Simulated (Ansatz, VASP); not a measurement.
Two plane-wave programs on Au

The input POSCAR:

```
Au
1.0
    0.0000000000      2.0455000000      2.0455000000
    2.0455000000      0.0000000000      2.0455000000
    2.0455000000      2.0455000000      0.0000000000
Au
1
Direct
    0.0000000000      0.0000000000      0.0000000000
```

File INCAR.step1:

```
PREC = Accurate ; ENCUT = 520
ISMEAR = 0 ; SIGMA = 0.15
LREAL = False ; LASPH = True
NELM = 80 ; NBANDS = 12
GGA = PE ; ALGO = Normal
EDIFF = 1E-4 ; LWAVE = True
LCHARG = False
```

INCAR.step2

```
PREC = Accurate ; ENCUT = 520
EDIFF = 1E-6 ; ISMEAR = 0
SIGMA = 0.15 ; LREAL = False
LASPH = True ; NELM = 80
ALGO = Normal ; ISIF = 2
LWAVE = False ; LCHARG = True
METAGGA = R2SCAN ; LMIXTAU = True
LELF = True ; LVHAR = True
NBANDS = 12 ; ISTART = 1
```

KPOINTS

```
regular mesh
0
Gamma
  16 16 16
```

Input for Ansatz:

```yaml
crystal:
  lattice:
    - [0.0, 2.0455, 2.0455]
    - [2.0455, 0.0, 2.0455]
    - [2.0455, 2.0455, 0.0]
  atoms:
    - { symbol: Au, position: [0.0, 0.0, 0.0] }
basis:
  ecutwfc: 500
kpoints:
  mp_grid: { grid: [16, 16, 16] }
hamiltonian:
  xc: r2scan
scf:
  occupations: { method: gaussian, width: 0.15 }
output:
  forces: true
  stress: true
  eigenvalues: true
```

Alike in both runs: task single point; functional r2SCAN; k mesh 16 × 16 × 16; occupations gaussian, width 0.15 eV; no spin polarisation.

|  | VASP | Ansatz |
| --- | --- | --- |
| version | VASP 6.6.1 | Ansatz 0.2.0 |
| potentials or method | VASP PAW PBE potentials, release 64 (Au) | scalar-relativistic, plane waves, PAW |
| plane-wave cutoff (eV) | 520 | 500 |
| valence electrons in the cell | 11 | 19 |

Ansatz gave:

| Quantity | Value |
| --- | --- |
| gap on the k mesh at the Fermi level (eV) | none |
| pressure (GPa) | 4.0 |

Q: Estimate VASP's values.

A: gap on the k mesh at the Fermi level (eV): none; pressure (GPa): 4.3.

A gap of «none» marks a metal or a gap that the smearing closes. The two sets of potentials don't hold the same shells in valence.

Caveats: the PAW data sets were made with another functional, which shifts forces and pressure a little (VASP). Spin-orbit coupling is left out, which matters for the levels of Au.
